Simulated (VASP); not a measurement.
Input of a VASP 6.6.1 run:

INCAR

```
PREC = Accurate ; ENCUT = 520
EDIFF = 1E-6 ; ISMEAR = -1
SIGMA = 0.05 ; LREAL = F
LASPH = T ; NELM = 60
ALGO = Fast ; ISIF = 2
LWAVE = F ; LCHARG = F
LDIPOL = T ; IDIPOL = 3
DIPOL = 0.5 0.5 0.500 ; GGA = CA
IBRION = 2 ; NSW = 40
EDIFFG = -0.01
```

The input KPOINTS:

```
Automatic mesh
0
Gamma
  8 8 1
```

File POSCAR:

```
Ru
1.0
    2.7057993342      0.0000000000      0.0000000000
   -1.3528996671      2.3432909610      0.0000000000
    0.0000000000      0.0000000000     25.7047500000
Ru
6
Selective dynamics
Direct
    0.6666666667      0.3333333334      0.2917748665  F F F
    0.3333333333      0.6666666666      0.3750649199  F F F
    0.6666666667      0.3333333334      0.4583549733  F F F
    0.3333333333      0.6666666666      0.5416450267  T T T
    0.6666666667      0.3333333334      0.6249350801  T T T
    0.3333333333      0.6666666666      0.7082251335  T T T
```

Potentials or basis: VASP PAW LDA potentials, release 64 (Ru_pv).

Run with:

```console
$ cat potpaw_LDA.64/Ru_pv/POTCAR > POTCAR
$ mpirun -np 1 vasp_std > vasp.out
```

Task: Estimate the energy gained by relaxing.

Result: 17.6 meV/atom.

Task: Predict the band gap on the k mesh.

Result: None (metal or under the smearing width).

Final structure:
```
Ru
1.0
     2.70580    0.00000    0.00000
    -1.35290    2.34329    0.00000
     0.00000    0.00000   25.70475
Ru
6
Cartesian
  1.3529 0.7811 7.5000
  0.0000 1.5622 9.6409
  1.3529 0.7811 11.7819
  0.0000 1.5622 13.9070
  1.3529 0.7811 16.0182
  0.0000 1.5622 18.0322
```
